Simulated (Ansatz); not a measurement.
Here is an Ansatz 0.2.0 calculation.

File input.yaml:

```yaml
crystal:
  lattice:
    - [3.147, 0.0, 0.0]
    - [0.0, 3.147, 0.0]
    - [0.0, 0.0, 3.147]
  atoms:
    - { symbol: Au, position: [0.00445, -0.003031, -0.010596] }
    - { symbol: Zn, position: [0.485155, 0.515448, 0.502437] }
kpoints:
  mp_grid: { grid: [8, 8, 8] }
scf:
  occupations: { method: fermi_dirac, width: 0.05 }
hamiltonian:
  xc: pbesol
  pseudopotentials: { kind: all_electron, lapw: { basis_error: 0.001 } }
output:
  forces: true
  stress: true
  eigenvalues: true
  populations: true
```

Potentials or basis: all-electron LAPW, scalar-relativistic.

Launch:

```bash
$ ansatz run input.yaml --threads 1 --pin off --max-ram 3072MiB --backend cpu --events-out ev --progress --plain --runs-dir out
```

Problem. Estimate the largest force.

Solution. 0.329 eV/Å.

Problem. Predict the pressure.

Solution. -1.7 GPa.

Problem. What does it give for the band gap on the k mesh?

Solution. None (metal or under the smearing width).

Stress tensor (GPa, compression positive):
```
-1.74 -0.34 -0.24
-0.34 -1.73  0.23
-0.24  0.23 -1.66
```

Spin-orbit coupling is left out, which matters for the levels of Au.
